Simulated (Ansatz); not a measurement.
## Structure optimisation: silver, diamond

All numbers below come from DFT, revPBE, plane waves (420 eV) with PAW, scalar-relativistic in Ansatz. (PAW data from PBE, frozen cores regenerated.)

k-point mesh 10×10×10, Fermi-Dirac smearing 0.1 eV, no spin polarisation. Cell and atoms relax.

Starting structure:

```yaml
crystal:
  lattice:
    - [0.0, 2.8449690438, 2.8449690438]
    - [2.8449690438, 0.0, 2.8449690438]
    - [2.8449690438, 2.8449690438, 0.0]
  atoms:
    - { symbol: Ag, position: [0.125, 0.125, 0.125] }
    - { symbol: Ag, position: [0.875, 0.875, 0.875] }
hamiltonian:
  xc: revpbe
  pseudopotentials:
    kind: paw
    azcp:
      Ag: "pseudopotentials/Ag.paw.azcp"
basis:
  ecutwfc: 420
  fft_grid_basis: typed
kpoints:
  mp_grid: { grid: [10, 10, 10], shift: [0, 0, 0] }
magnetization:
  spin_polarized: false
scf:
  occupations: { method: fermi_dirac, width: 0.1 }
relax:
  max_steps: 60
  f_tol: 0.01
  cell: {}
```

Q: What cell does the relaxation end in?

A: Fd-3m with a = 6.331 Å; 31.71 Å³ per atom against 23.03 at the start (37.7 %).

Q: How much energy does the relaxation gain?

A: 364.5 meV per atom.
